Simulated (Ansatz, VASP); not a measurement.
# SiC: VASP beside Ansatz, part 2 of 3

Aim: how closely do two programs agree when they are given the same cell, functional and k mesh? Of the first pair: The structure shown is frame 167 of Ansatz's trajectory.

VASP 6.6.1 and Ansatz 0.2.0.

So far. Step 3 (VASP: single point, PBE, pair 1): The run ends at a pressure of 4.80 GPa, with forces up to 2.9 eV/Å.

## 6. VASP: single point, PBE, pair 2

Level of this step: PBE; plane waves and PAW (Si, C) (VASP).

The same cell, functional and mesh now go to VASP, with its own data sets.

The input, INCAR:

```
SYSTEM = SiC
PREC = Accurate
ENCUT = 520
EDIFF = 1E-06
NELM = 120
ISMEAR = 0
SIGMA = 0.01
LREAL = Auto
ALGO = Normal
GGA = PE
NBANDS = 200
LORBIT = 11
LWAVE = .FALSE.
LCHARG = .FALSE.
ISIF = 2
LASPH = .TRUE.
GGA_COMPAT = .FALSE.
EFERMI = MIDGAP
NCORE = 2
```

The input, POSCAR:

```
SiC
1.0
    9.2280000000      0.0000000000      0.0000000000
   -4.6140000000      7.9916820000      0.0000000000
    0.0000000000      0.0000000000     10.0960000000
Si C
36 36
Direct
    0.9920027917      0.9903774950      0.0005942948
    0.1017689095      0.2175386858      0.2459191759
    0.9970224496      0.9977726841      0.5057151347
    0.1160536620      0.2221810127      0.7514857369
    0.9958197497      0.3440452210      0.0028328051
    0.1065859015      0.5479572385      0.2551901743
    0.0052871518      0.3282162629      0.5032884311
    0.1221292155      0.5634608584      0.7570423930
    0.9934244766      0.6696838037      0.0021394612
    0.0989991118      0.8815916349      0.2555368463
    0.0119563834      0.6699465770      0.5010598257
    0.1191839101      0.9041025406      0.7571216323
    0.3263973909      0.0053305424      0.0024564184
    0.4397463724      0.2147983366      0.2516244057
    0.3347480580      0.0059937320      0.5052793185
    0.4500340547      0.2260975850      0.7503862916
    0.3342527338      0.3389649388      0.0009805864
    0.4376673919      0.5538133274      0.2468700475
    0.3291294811      0.3219347316      0.5061608558
    0.4500349997      0.5598445984      0.7476129160
    0.3356989227      0.6710727479      0.9975832013
    0.4377224230      0.8839190548      0.2480388273
    0.3357388839      0.6698089338      0.4976030111
    0.4509170784      0.9027010835      0.7496830428
    0.6572025500      0.9965464091      0.9951763074
    0.7783486844      0.2167753922      0.2412341521
    0.6656883736      0.9963962530      0.4962955626
    0.7784464954      0.2231695405      0.7491877971
    0.6713422956      0.3414925669      0.0039223455
    0.7820163818      0.5534129111      0.2544671157
    0.6751847089      0.3291297126      0.4962163233
    0.7926979186      0.5624222786      0.7420661648
    0.6640274130      0.6620383544      0.9985439778
    0.7665885470      0.8725572414      0.2521592710
    0.6746215584      0.6657797445      0.4958102219
    0.7776075680      0.8936416639      0.7462064184
    0.1023179171      0.2144104332      0.0585578447
    0.9850215212      0.9926048109      0.3145998415
    0.1116862690      0.2170006264      0.5608656894
    0.9935658522      0.9996371227      0.8088351823
    0.1106930490      0.5594441821      0.0667888273
    0.9897302119      0.3254508876      0.3115392235
    0.1188747024      0.5606579441      0.5667393027
    0.0068691667      0.3402662919      0.8116481775
    0.1057334367      0.8900754560      0.0694235341
    0.0028542457      0.6670435585      0.3180071315
    0.1119848070      0.8943423925      0.5640946910
    0.0046096049      0.6733501158      0.8150752773
    0.4477360412      0.2265730794      0.0666897781
    0.3263808733      0.9933555915      0.3151644216
    0.4536827834      0.2275866332      0.5625396197
    0.3379625070      0.0187945416      0.8146493661
    0.4483356437      0.5505724577      0.0642432647
    0.3192828516      0.3187564270      0.3125198098
    0.4467355755      0.5528122866      0.5592511886
    0.3392646497      0.3367000839      0.8124702853
    0.4399712358      0.8901505340      0.0592908082
    0.3304445417      0.6634898636      0.3132626783
    0.4469939208      0.8950931731      0.5591125198
    0.3418263579      0.6738130972      0.8107765452
    0.7717474723      0.2188525519      0.0597662441
    0.6590013262      0.9929051231      0.3125990491
    0.7796129389      0.2148609016      0.5606774960
    0.6719471806      0.0072450330      0.8124801902
    0.7802464338      0.5572418923      0.0723355784
    0.6686812904      0.3285416011      0.3067254358
    0.7802489353      0.5504848666      0.5528724247
    0.6755382116      0.3428189460      0.8163332013
    0.7676017015      0.8847699395      0.0641739303
    0.6592344338      0.6589976929      0.3104694929
    0.7748582905      0.8843069582      0.5584885103
    0.6745076260      0.6665054991      0.8064976228
```

The input, KPOINTS:

```
Automatic mesh
0
Gamma
1 1 1
0 0 0
```

The projector-augmented-wave data sets are Si and C (PBE family, release 64).

On the command line:

```bash
$ mpirun -np 8 vasp_gam
```

What it wrote:

```text
[... set-up lines as in an earlier step ...]
 entering main loop
       N       E                     dE             d eps       ncg     rms          rms(c)
DAV:   1     0.167442620572E+04    0.16744E+04   -0.15091E+05   400   0.138E+03
DAV:   2    -0.424213930273E+03   -0.20986E+04   -0.19462E+04   520   0.276E+02
DAV:   3    -0.597351312982E+03   -0.17314E+03   -0.17112E+03   480   0.772E+01
DAV:   4    -0.601586124976E+03   -0.42348E+01   -0.42159E+01   480   0.134E+01
[...]
DAV:  14    -0.530105326519E+03   -0.43474E-05   -0.76473E-06   504   0.621E-03    0.523E-03
DAV:  15    -0.530105329957E+03   -0.34381E-05   -0.31291E-06   376   0.384E-03    0.293E-03
DAV:  16    -0.530105330084E+03   -0.12715E-06   -0.34744E-07   248   0.140E-03
   1 F= -.53010533E+03 E0= -.53010533E+03  d E =0.000000E+00
```

OUTCAR, selected parts (step 6):

```text
 POSITION                                       TOTAL-FORCE (eV/Angst)
 -----------------------------------------------------------------------------------
      4.58460      7.91478      0.00600        -1.235634      1.282187      0.203660
     -0.06460      1.73850      2.48280         0.562057     -0.911129      0.505617
      4.59680      7.97388      5.10570        -0.112932     -0.279630     -1.325062
      0.04580      1.77560      7.58700        -0.823114      0.764820      0.509997
      7.60200      2.74950      0.02860         1.527938     -2.085010     -0.715433
     -1.54470      4.37910      2.57640        -0.106288      0.766627     -0.290926
     -1.46560      2.62300      5.08120        -1.217191      0.871727     -0.287573
     -1.47280      4.50300      7.64310        -0.874956     -0.413410     -0.823198
      6.07740      5.35190      0.02160         1.314430     -0.023796      0.516679
     -3.15410      7.04540      2.57990         0.629446      1.536327      0.311694
     -2.98080      5.35400      5.05870        -1.220470     -0.121319      0.726175
     -3.07170      7.22530      7.64390        -0.478442     -1.758991     -1.198763
      2.98740      0.04260      0.02480         0.955498      0.236059      0.650032
      3.06690      1.71660      2.54040        -0.251518      0.552844      0.304023
[...]
-----------------------------------------------------------------------------------
    total drift:                               -0.012443     -0.005276      0.025925

  FREE ENERGIE OF THE ION-ELECTRON SYSTEM (eV)
  ---------------------------------------------------
  free  energy   TOTEN  =      -530.1053300841 eV

  energy  without entropy=     -530.1053300841  energy(sigma->0) =     -530.10533008
```

The run ends at a pressure of 4.64 GPa, with forces up to 2.7 eV/Å.

## 7. Side by side

Forces on 10 of the 72 atoms, those with the largest forces and the largest differences (eV/Å; atoms numbered as in POSCAR):

```tsv
atom	Ansatz x, y, z	VASP x, y, z
Si5	1.529, -2.086, -0.716	1.528, -2.085, -0.715
Si16	0.274, 2.360, 0.186	0.273, 2.350, 0.189
Si18	0.924, -1.563, 1.508	0.927, -1.559, 1.504
Si19	0.304, 2.035, -1.623	0.298, 2.029, -1.618
Si26	-1.295, -0.763, 1.603	-1.293, -0.759, 1.603
C39	-0.178, 0.057, 1.157	-0.166, 0.052, 1.160
C48	0.912, 0.766, -0.231	0.908, 0.757, -0.244
C52	0.806, -2.302, 0.259	0.804, -2.291, 0.255
C53	-1.814, 1.321, -0.873	-1.818, 1.312, -0.876
C56	-0.463, 0.170, -0.264	-0.462, 0.183, -0.264
```

The forces differ by 4.3 meV/Å r.m.s., which is 0.5 % of the r.m.s. force of 0.795 eV/Å (both taken over all components).

## 8. Ansatz: dynamics, PBE

One frame of this run of dynamics is then solved in both programs, so the motion causes no difference.

The structure compared here is frame 500 of Ansatz's trajectory.

The input, input.yaml:

```yaml
crystal:
  lattice:
    - [9.228, 0.0, 0.0]
    - [-4.614, 7.9916824261228, 0.0]
    - [0.0, 0.0, 10.096]
  atoms:
    - { symbol: Si, position: [7.561488149167832e-21, 1.512297629833544e-20, 0.0006469447125168552] }
    - { symbol: C, position: [0.11111111111111109, 0.22222222222222218, 0.06185305528748314] }
    - { symbol: Si, position: [0.11111111111111109, 0.22222222222222218, 0.25064694471251686] }
    - { symbol: C, position: [-7.561488149167754e-21, -1.5122976298335444e-20, 0.31185305528748325] }
    - { symbol: Si, position: [7.561488149167821e-21, 1.512297629833543e-20, 0.5006469447125168] }
    - { symbol: C, position: [0.11111111111111109, 0.22222222222222218, 0.5618530552874832] }
    - { symbol: Si, position: [0.11111111111111109, 0.22222222222222218, 0.7506469447125169] }
    - { symbol: C, position: [-7.561488149167752e-21, -1.512297629833545e-20, 0.8118530552874831] }
    - { symbol: Si, position: [-4.506663431330728e-17, 0.33333333333333326, 0.0006469447125168552] }
    - { symbol: C, position: [0.11111111111111106, 0.5555555555555555, 0.06185305528748314] }
    - { symbol: Si, position: [0.11111111111111106, 0.5555555555555555, 0.2506469447125168] }
    - { symbol: C, position: [-4.506663431330728e-17, 0.33333333333333326, 0.31185305528748325] }
    - { symbol: Si, position: [-4.506663431330728e-17, 0.33333333333333326, 0.5006469447125168] }
    - { symbol: C, position: [0.11111111111111106, 0.5555555555555555, 0.5618530552874832] }
    - { symbol: Si, position: [0.11111111111111106, 0.5555555555555555, 0.7506469447125169] }
    - { symbol: C, position: [-4.506663431330728e-17, 0.33333333333333326, 0.8118530552874831] }
    - { symbol: Si, position: [-9.013326862661456e-17, 0.6666666666666665, 0.0006469447125168552] }
    - { symbol: C, position: [0.11111111111111102, 0.8888888888888887, 0.06185305528748314] }
    - { symbol: Si, position: [0.11111111111111102, 0.8888888888888887, 0.2506469447125168] }
    - { symbol: C, position: [-9.013326862661456e-17, 0.6666666666666665, 0.31185305528748325] }
    - { symbol: Si, position: [-9.013326862661456e-17, 0.6666666666666665, 0.5006469447125168] }
    - { symbol: C, position: [0.11111111111111102, 0.8888888888888887, 0.5618530552874832] }
    - { symbol: Si, position: [0.11111111111111102, 0.8888888888888887, 0.7506469447125169] }
    - { symbol: C, position: [-9.013326862661456e-17, 0.6666666666666665, 0.8118530552874831] }
    - { symbol: Si, position: [0.3333333333333333, 1.512297629833544e-20, 0.0006469447125168554] }
    - { symbol: C, position: [0.4444444444444444, 0.22222222222222218, 0.06185305528748314] }
    - { symbol: Si, position: [0.4444444444444444, 0.22222222222222218, 0.25064694471251686] }
    - { symbol: C, position: [0.3333333333333333, -1.512297629833545e-20, 0.31185305528748325] }
    - { symbol: Si, position: [0.3333333333333333, 1.512297629833543e-20, 0.5006469447125168] }
    - { symbol: C, position: [0.4444444444444444, 0.22222222222222218, 0.5618530552874832] }
    - { symbol: Si, position: [0.4444444444444444, 0.22222222222222218, 0.7506469447125169] }
    - { symbol: C, position: [0.3333333333333333, -1.512297629833545e-20, 0.8118530552874831] }
    - { symbol: Si, position: [0.3333333333333333, 0.33333333333333326, 0.0006469447125168552] }
    - { symbol: C, position: [0.44444444444444436, 0.5555555555555555, 0.06185305528748314] }
    - { symbol: Si, position: [0.44444444444444436, 0.5555555555555555, 0.2506469447125168] }
    - { symbol: C, position: [0.3333333333333333, 0.33333333333333326, 0.31185305528748325] }
    - { symbol: Si, position: [0.3333333333333333, 0.33333333333333326, 0.5006469447125168] }
    - { symbol: C, position: [0.44444444444444436, 0.5555555555555555, 0.5618530552874832] }
    - { symbol: Si, position: [0.44444444444444436, 0.5555555555555555, 0.7506469447125169] }
    - { symbol: C, position: [0.3333333333333333, 0.33333333333333326, 0.8118530552874831] }
    - { symbol: Si, position: [0.33333333333333326, 0.6666666666666665, 0.0006469447125168552] }
    - { symbol: C, position: [0.44444444444444436, 0.8888888888888887, 0.06185305528748314] }
    - { symbol: Si, position: [0.44444444444444436, 0.8888888888888887, 0.25064694471251686] }
    - { symbol: C, position: [0.33333333333333326, 0.6666666666666665, 0.31185305528748325] }
    - { symbol: Si, position: [0.33333333333333326, 0.6666666666666665, 0.5006469447125168] }
    - { symbol: C, position: [0.44444444444444436, 0.8888888888888887, 0.5618530552874832] }
    - { symbol: Si, position: [0.44444444444444436, 0.8888888888888887, 0.7506469447125169] }
    - { symbol: C, position: [0.33333333333333326, 0.6666666666666665, 0.8118530552874831] }
    - { symbol: Si, position: [0.6666666666666666, 1.5122976298335435e-20, 0.0006469447125168552] }
    - { symbol: C, position: [0.7777777777777778, 0.22222222222222218, 0.06185305528748314] }
    - { symbol: Si, position: [0.7777777777777778, 0.22222222222222218, 0.25064694471251686] }
    - { symbol: C, position: [0.6666666666666666, -1.512297629833547e-20, 0.31185305528748325] }
    - { symbol: Si, position: [0.6666666666666666, 1.512297629833544e-20, 0.5006469447125168] }
    - { symbol: C, position: [0.7777777777777778, 0.22222222222222218, 0.5618530552874832] }
    - { symbol: Si, position: [0.7777777777777778, 0.22222222222222218, 0.7506469447125169] }
    - { symbol: C, position: [0.6666666666666666, -1.512297629833546e-20, 0.8118530552874831] }
    - { symbol: Si, position: [0.6666666666666666, 0.33333333333333326, 0.0006469447125168554] }
    - { symbol: C, position: [0.7777777777777778, 0.5555555555555555, 0.06185305528748314] }
    - { symbol: Si, position: [0.7777777777777778, 0.5555555555555555, 0.25064694471251686] }
    - { symbol: C, position: [0.6666666666666666, 0.33333333333333326, 0.31185305528748325] }
    - { symbol: Si, position: [0.6666666666666666, 0.33333333333333326, 0.5006469447125168] }
    - { symbol: C, position: [0.7777777777777778, 0.5555555555555555, 0.5618530552874832] }
    - { symbol: Si, position: [0.7777777777777778, 0.5555555555555555, 0.7506469447125169] }
    - { symbol: C, position: [0.6666666666666666, 0.33333333333333326, 0.8118530552874831] }
    - { symbol: Si, position: [0.6666666666666666, 0.6666666666666665, 0.0006469447125168554] }
    - { symbol: C, position: [0.7777777777777778, 0.8888888888888887, 0.06185305528748314] }
    - { symbol: Si, position: [0.7777777777777778, 0.8888888888888887, 0.2506469447125168] }
    - { symbol: C, position: [0.6666666666666666, 0.6666666666666665, 0.31185305528748325] }
    - { symbol: Si, position: [0.6666666666666666, 0.6666666666666665, 0.5006469447125168] }
    - { symbol: C, position: [0.7777777777777778, 0.8888888888888887, 0.5618530552874832] }
    - { symbol: Si, position: [0.7777777777777778, 0.8888888888888887, 0.7506469447125169] }
    - { symbol: C, position: [0.6666666666666666, 0.6666666666666665, 0.8118530552874831] }
basis:
  ecutwfc: 450.0
kpoints:
  mp_grid:
    grid: [1, 1, 1]
hamiltonian:
  xc: pbe
  pseudopotentials:
    kind: paw
    xc_functional: pbe
    azcp:
      folder: "./paw"
scf:
  occupations:
    method: fixed
md:
  timestep: 1.0
  n_steps: 500
  ensemble: nve
  temperature: 600.0
  initial_velocities: maxwell_boltzmann
  seed: 764
```

On the command line:

```bash
$ python dynamics.py
```

(Part 2 of 3 ends here.)

[Lines on the potential files, build, host, timing and source positions are cut from VASP's logs without a mark.]

[Logs are printed without paths, hosts, clocks, repeated set-up lines and the standing remarks that a program may print on its own settings, such as how far it seeks lower states.]

[Hosts, paths, dates, database ids (printed as entryN), source tags and the programs' standing remarks are cut or masked in the printed files.]
